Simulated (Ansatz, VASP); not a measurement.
## Two plane-wave programs on Na

```xyz
1
Lattice="-1.7302 1.7302 3.1414 1.7302 -1.7302 3.1414 1.7302 1.7302 -3.1414" Properties=species:S:1:pos:R:3 pbc="T T T"
Na    0.0000    0.0000    0.0000
```

Alike in both runs: task single point; functional PBEsol; k mesh 20 × 20 × 20; occupations gaussian, width 0.15 eV; no spin polarisation.

|  | VASP | Ansatz |
| --- | --- | --- |
| version | VASP 6.6.1 | Ansatz 0.2.0 |
| potentials or method | VASP PAW PBE potentials, release 64 (Na_pv) | scalar-relativistic, plane waves, PAW |
| plane-wave cutoff (eV) | 520 | 420 |
| valence electrons in the cell | 7 | 9 |

```csv
,VASP,Ansatz,Ansatz less VASP
gap on the k mesh at the Fermi level (eV),none,none,-
pressure (GPa),-0.1,-0.2,-0.10
largest component of the traceless stress (GPa),0.96,0.95,-0.003
```

A gap of «none» marks a metal or a gap that the smearing closes. The functional is the same, so the differences come from potentials, cutoffs and numerics. The two sets of potentials don't hold the same shells in valence.

Caveats: the PAW data sets were made with another functional, which shifts forces and pressure a little (VASP).
